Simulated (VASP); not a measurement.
# Dy (Im-3m) in VASP: a series of runs

One crystal, Dy, is run at these levels: PBE; tasks: single point.

Program: VASP 6.6.1. These are calculated values, not measurements. Logs are shortened: lines on timing, memory, paths and dates and some standing lists are left out, and cuts for length are marked.

### Step 1. The structure

The structure is cubic, space group Im-3m (No. 229). Conventional cell: a = 4.001 Å, b = 4.001 Å, c = 4.001 Å, α = 90.00°, β = 90.00°, γ = 90.00°. Dy (site symmetry m-3m) has 8 Dy at 3.46 Å as nearest neighbours.

This isn't the form of Dy at room conditions, which is hcp.

### Step 2. Single point, PBE, collinear spin, ferromagnetic start

File INCAR:

```
SYSTEM = Dy
  ADDGRID = .False.
  ALGO = Normal
  EDIFF = 0.001
  ENCUT = 400
  GGA = PE
  ISIF = 2
  ISMEAR = 0
  ISPIN = 2
  LASPH = .True.
  LCHARG = .False.
  LMAXMIX = 6
  LORBIT = 11
  LREAL = .False.
  LWAVE = .False.
  MAGMOM = 5
  NELM = 100
  PREC = Accurate
  SIGMA = 0.2
```

File KPOINTS:

```
k-points
0
Gamma
  12 12 12
  0 0 0
```

File POSCAR:

```
Dy
1.0
   -2.0003821482      2.0003821482      2.0003821482
    2.0003821482     -2.0003821482      2.0003821482
    2.0003821482      2.0003821482     -2.0003821482
Dy
1
Direct
    0.0000000000      0.0000000000      0.0000000000
```

Potentials or basis: VASP PAW PBE potentials, release 64 (Dy).

Command:

```
> cat potpaw_PBE.64/Dy/POTCAR > POTCAR
> mpirun -np 1 vasp_std > vasp.out
```

OUTCAR:

```text
SYSTEM = Dy
   EDIFF = 0.001
   ENCUT = 400
   GGA = PE
   ISIF = 2
   ISMEAR = 0
   ISPIN = 2
   LASPH = .True.
   LORBIT = 11
   LREAL = .False.
   NELM = 100
   PREC = Accurate

 Found     72 irreducible k-points:

 Following reciprocal coordinates:
            Coordinates               Weight
  0.000000  0.000000  0.000000      1.000000
  0.083333  0.000000  0.000000     12.000000
  0.166667  0.000000  0.000000     12.000000
  0.250000  0.000000  0.000000     12.000000
  0.333333  0.000000  0.000000     12.000000
  0.416667  0.000000  0.000000     12.000000
   k-points           NKPTS =     72   k-points in BZ     NKDIM =     72   number of bands    NBANDS=     17
   number of dos      NEDOS =    301   number of ions     NIONS =      1
   total plane-waves  NPLWV =  13824
   dimension x,y,z NGX =    24 NGY =   24 NGZ =   24
   dimension x,y,z NGXF=    48 NGYF=   48 NGZF=   48
   ions per type =               1
   NGX,Y,Z   is equivalent  to a cutoff of  11.52, 11.52, 11.52 a.u.
   NGXF,Y,Z  is equivalent  to a cutoff of  23.03, 23.03, 23.03 a.u.
 SYSTEM =  Dy
   PREC   = accura    normal or accurate (medium, high low for compatibility)
   ISTART =      0    job   : 0-new  1-cont  2-samecut
   ICHARG =      2    charge: 1-file 2-atom 10-const
   ISPIN  =      2    spin polarized calculation?
   LNONCOLLINEAR =      F non collinear calculations
   LSORBIT =      F    spin-orbit coupling
   LASPH  =      T    aspherical Exc in radial PAW
   ENCUT  =  400.0 eV  29.40 Ry    5.42 a.u.   5.65  5.65  5.65*2*pi/ulx,y,z
   NELM   =    100;   NELMIN=  2; NELMDL= -5     # of ELM steps
   EDIFF  = 0.1E-02   stopping-criterion for ELM
   LREAL  =      F    real-space projection
   EDIFFG = 0.1E-01   stopping-criterion for IOM
   NSW    =      0    number of steps for IOM
   IBRION =     -1    ionic relax: 0-MD 1-quasi-New 2-CG
   NFREE  =      0    steps in history (QN), initial steepest desc. (CG)
   ISIF   =      2    stress and relaxation
   ISYM   =      2    0-nonsym 1-usesym 2-fastsym
   POTIM  = 0.5000    time-step for ionic-motion
   TEBEG  =    0.0;   TEEND  =   0.0 temperature during run
   PSTRESS=    0.0 pullay stress
   NELECT =      20.0000    total number of electrons
   NUPDOWN=      -1.0000    fix difference up-down
   EMIN   =  10.00;   EMAX   =-10.00  energy-range for DOS
   EFERMI =   0.00;   METHOD = LEGACY
   ISMEAR =     0;   SIGMA  =   0.20  broadening in eV -4-tet -1-fermi 0-gaus
   EFERMI_NEDOS =   21; number of points for ismear=-14 and -15
   IALGO  =     38    algorithm
   IMIX   =      4    mixing-type and parameters
     AMIX     =   0.40;   BMIX     =  1.00
     AMIX_MAG =   1.60;   BMIX_MAG =  1.00
  volume/ion in A,a.u.               =      32.02       216.07
  Fermi-wavevector in a.u.,A,eV,Ry     =   1.399432  2.644543 26.645792  1.958410
  Thomas-Fermi vector in A             =   2.522492
   LORBIT       =     11    0 simple, 1 ext, 2 COOP (PROOUT), +10 PAW based schemes
   GGA     = PE    functional components
   LHFCALC =     F    Hartree Fock is set to
   AEXX    =    0.0000 exact exchange contribution
   IVDW    =     0    specifies the selected vdW correction
   LEPSILON=     F    determine dielectric tensor
   LRPA    =     F    only Hartree local field effects (RPA)
 spin polarized calculation
 Gauss-broadening in eV      SIGMA  =   0.20
  energy-cutoff  :      400.00
  volume of cell :       32.02
 maximum number of plane-waves:       603
   NGX = 11   NGY = 11   NGZ = 11

 number of electron      20.0000013 magnetization       4.5675523

 Free energy of the ion-electron system (eV)
  ---------------------------------------------------
  ext. energy  EPLUGINS =         0.00000000
  ---------------------------------------------------
  free energy    TOTEN  =        -7.94690037 eV

  energy without entropy =       -7.86055256  energy(sigma->0) =       -7.90372646

 E-fermi :   2.8429     XC(G=0): -10.0697

 val. band max:        2.8388588496   @ k =  -0.3333   0.5000   0.0833
 cond. band min:       2.8481145049   @ k =   0.2500   0.2500   0.0833
 fundamental gap:      0.0092556553
 Fermi energy:         2.8429293593

 spin component 1

 k-point     1 :       0.0000    0.0000    0.0000
  band No.  band energies     occupation
      1     -44.2236      1.00000
      2     -19.7556      1.00000
      3     -19.7556      1.00000
      4     -19.7556      1.00000
      5      -2.2925      1.00000
      6      -0.5142      1.00000
      7      -0.5142      1.00000
      8      -0.5142      1.00000
      9      -0.3681      1.00000
     10       0.1189      1.00000
     11       0.1189      1.00000
     12       0.1189      1.00000
     13       4.8774      0.00000
     14       4.8774      0.00000
     15       4.8775      0.00000
     16       6.9586      0.00000
     17       6.9586      0.00000

 k-point     2 :       0.0833    0.0000    0.0000
  band No.  band energies     occupation
      1     -44.2197      1.00000
      2     -19.8035      1.00000
      3     -19.7702      1.00000
      4     -19.7557      1.00000
      5      -2.0913      1.00000
      6      -0.5204      1.00000
      7      -0.5170      1.00000
      8      -0.5163      1.00000
      9      -0.3774      1.00000
     10       0.1221      1.00000
     11       0.1231      1.00000
     12       0.1261      1.00000
     13       4.7295      0.00000
     14       4.8105      0.00000
     15       5.0890      0.00000
     16       6.7395      0.00000
     17       6.9632      0.00000

 k-point     3 :       0.1667    0.0000    0.0000
  band No.  band energies     occupation
      1     -44.2091      1.00000
      2     -19.9328      1.00000
      3     -19.8104      1.00000
      4     -19.7565      1.00000
      5      -1.5251      1.00000
      6      -0.5369      1.00000
      7      -0.5252      1.00000
      8      -0.5234      1.00000
      9      -0.3990      1.00000
     10       0.1312      1.00000
     11       0.1353      1.00000
     12       0.1452      1.00000
     13       4.3608      0.00000
     14       4.4890      0.00000
     15       5.7056      0.00000
     16       6.5108      0.00000
     17       7.0017      0.00000

 k-point     4 :       0.2500    0.0000    0.0000
  band No.  band energies     occupation
      1     -44.1945      1.00000
      2     -20.1037      1.00000
      3     -19.8649      1.00000
      4     -19.7575      1.00000
      5      -0.7186      1.00000
      6      -0.5559      1.00000
      7      -0.5373      1.00000
      8      -0.5354      1.00000
      9      -0.4202      1.00000
     10       0.1455      1.00000
     11       0.1586      1.00000
     12       0.1740      1.00000
     13       3.9194      0.00000
     14       3.9654      0.00000
     15       6.6280      0.00000
     16       6.6783      0.00000
     17       7.1218      0.00000

 k-point     5 :       0.3333    0.0000    0.0000
  band No.  band energies     occupation
      1     -44.1800      1.00000
      2     -20.2680      1.00000
      3     -19.9186      1.00000
      4     -19.7585      1.00000
      5      -0.5790      1.00000
      6      -0.5498      1.00000
      7      -0.5490      1.00000
      8      -0.4338      1.00000
      9       0.0730      1.00000
     10       0.1615      1.00000
     11       0.2067      1.00000
     12       0.2136      1.00000
     13       3.5277      0.00000
     14       3.6471      0.00000
     15       6.8714      0.00000
     16       7.3431      0.00000
     17       7.9193      0.00000

 k-point     6 :       0.4167    0.0000    0.0000
  band No.  band energies     occupation
      1     -44.1693      1.00000
      2     -20.3851      1.00000
      3     -19.9576      1.00000
      4     -19.7595      1.00000
      5      -0.5922      1.00000
      6      -0.5597      1.00000
      7      -0.5596      1.00000
      8      -0.4408      1.00000
      9       0.1743      1.00000
     10       0.2214      1.00000
     11       0.2336      1.00000
     12       0.5811      1.00000
     13       3.2633      0.00148
     14       3.7968      0.00000
     15       6.9537      0.00000
     16       7.6073      0.00000
     17       9.2231      0.00000

 [... further k-points ...]

 spin component 2

 k-point     1 :       0.0000    0.0000    0.0000
  band No.  band energies     occupation
      1     -42.1935      1.00000
      2     -18.2748      1.00000
      3     -18.2747      1.00000
      4     -18.2747      1.00000
      5      -2.0999      1.00000
      6       2.5314      0.98620
      7       2.5314      0.98619
      8       2.5317      0.98613
      9       3.7347      0.00000
     10       3.7347      0.00000
     11       3.7357      0.00000
     12       4.2288      0.00000
     13       5.3378      0.00000
     14       5.3378      0.00000
     15       5.3380      0.00000
     16       7.5665      0.00000
     17       7.5665      0.00000

 k-point     2 :       0.0833    0.0000    0.0000
  band No.  band energies     occupation
      1     -42.1889      1.00000
      2     -18.3311      1.00000
      3     -18.2915      1.00000
      4     -18.2749      1.00000
      5      -1.8909      1.00000
      6       2.5279      0.98704
      7       2.5350      0.98527
      8       2.5379      0.98448
      9       3.7193      0.00000
     10       3.7272      0.00000
     11       3.7281      0.00000
     12       4.1897      0.00000
     13       5.1838      0.00000
     14       5.2740      0.00000
     15       5.5899      0.00000
     16       7.3266      0.00000
     17       7.5713      0.00000

 k-point     3 :       0.1667    0.0000    0.0000
  band No.  band energies     occupation
      1     -42.1763      1.00000
      2     -18.4825      1.00000
      3     -18.3375      1.00000
      4     -18.2759      1.00000
      5      -1.3061      1.00000
      6       2.5177      0.98927
      7       2.5452      0.98236
      8       2.5572      0.97831
      9       3.6824      0.00000
     10       3.7090      0.00000
     11       3.7106      0.00000
     12       4.1302      0.00000
     13       4.8013      0.00000
     14       4.9548      0.00000
     15       6.2689      0.00000
     16       7.0865      0.00000
     17       7.6124      0.00000

 k-point     4 :       0.2500    0.0000    0.0000
  band No.  band energies     occupation
      1     -42.1591      1.00000
      2     -18.6813      1.00000
      3     -18.3997      1.00000
      4     -18.2773      1.00000
      5      -0.4787      1.00000
      6       2.5119      0.99038
      7       2.5617      0.97663
      8       2.5917      0.96217
      9       3.6461      0.00000
     10       3.6837      0.00000
     11       3.6957      0.00000
     12       4.0909      0.00000
     13       4.3416      0.00000
     14       4.4335      0.00000
     15       7.2163      0.00000
     16       7.2860      0.00000
     17       7.7409      0.00000

 k-point     5 :       0.3333    0.0000    0.0000
  band No.  band energies     occupation
      1     -42.1418      1.00000
      2     -18.8713      1.00000
      3     -18.4608      1.00000
      4     -18.2788      1.00000
      5       0.3328      1.00000
      6       2.5474      0.98167
      7       2.5808      0.96810
      8       2.6426      0.92173
      9       3.6218      0.00000
     10       3.6599      0.00000
     11       3.6870      0.00000
     12       3.9231      0.00000
     13       4.0694      0.00000
     14       4.0995      0.00000
     15       7.4719      0.00000
     16       7.9797      0.00000
     17       8.5612      0.00000

 k-point     6 :       0.4167    0.0000    0.0000
  band No.  band energies     occupation
      1     -42.1292      1.00000
      2     -19.0058      1.00000
      3     -18.5050      1.00000
      4     -18.2801      1.00000
      5       0.8076      1.00000
      6       2.5965      0.95928
      7       2.6312      0.93279
      8       2.7015      0.84132
      9       3.5857      0.00000
     10       3.6219      0.00000
     11       3.6430      0.00000
     12       3.6830      0.00000
     13       4.0587      0.00000
     14       4.2137      0.00000
     15       7.5557      0.00000
     16       8.2725      0.00000
     17       9.9038      0.00000

 [... further k-points ...]
[... 5 lines left out ...]
  --------------------------------------------------------------------------------------
  -------------------------------------------------------------------------------------
  Total       -0.0976345     -0.0976345     -0.0976345      0.0000000      0.0000000     -0.0000000
  in kB       -4.8855687     -4.8855687     -4.8855687      0.0000000      0.0000000     -0.0000000
  external PRESSURE =      -4.8855687 kB  Pullay stress =       0.0000000 kB

 VOLUME and BASIS-vectors are now :
 -----------------------------------------------------------------------------
  energy-cutoff  :      400.00
  volume of cell :       32.02
      direct lattice vectors                 reciprocal lattice vectors
    -2.000382148  2.000382148  2.000382148     0.000000000  0.249952241  0.249952241
     2.000382148 -2.000382148  2.000382148     0.249952241  0.000000000  0.249952241
     2.000382148  2.000382148 -2.000382148     0.249952241  0.249952241  0.000000000

 POSITION                                       TOTAL-FORCE (eV/Angst)
 -----------------------------------------------------------------------------------
      0.00000      0.00000      0.00000         0.000000     -0.000000      0.000000
 -----------------------------------------------------------------------------------
    total drift:                                0.000000      0.000000      0.000000

  FREE ENERGIE OF THE ION-ELECTRON SYSTEM (eV)
  ---------------------------------------------------
  free  energy   TOTEN  =        -7.9469003685 eV

  energy  without entropy=       -7.8605525564  energy(sigma->0) =       -7.90372646

 total charge

# of ion       s       p       d       f       tot
--------------------------------------------------
    1        2.163   5.808   0.483   9.330  17.783

 magnetization (x)

# of ion       s       p       d       f       tot
--------------------------------------------------
    1        0.008  -0.058   0.031   4.509   4.489
```

It took 44 s on 1 thread of Intel Xeon Platinum 8488C (Sapphire Rapids), shared host; peak memory 0.19 GiB.

These settings aren't checked as converged: the numbers below hold their error.

What came out:

```
Free energy                                           : -7.9469 eV
Pressure                                              : -0.5 GPa
Band gap on the k mesh                                : none (metal or under the smearing width)
Net moment                                            : 4.57 μB per cell
Site moments                                          : Dy +4.49 μB
Valence electrons inside the program's atomic spheres : Dy 17.78
```

Caveat: the cutoff is under 1.25 times the usual one of these potentials, so pressure, stress and relaxed cells hold a basis-set (Pulay) error; the magnetic or orbital state may not be the lowest; spin-orbit coupling is left out, which moves the levels of the heavy elements.

(Continued in part 2 of 2.)
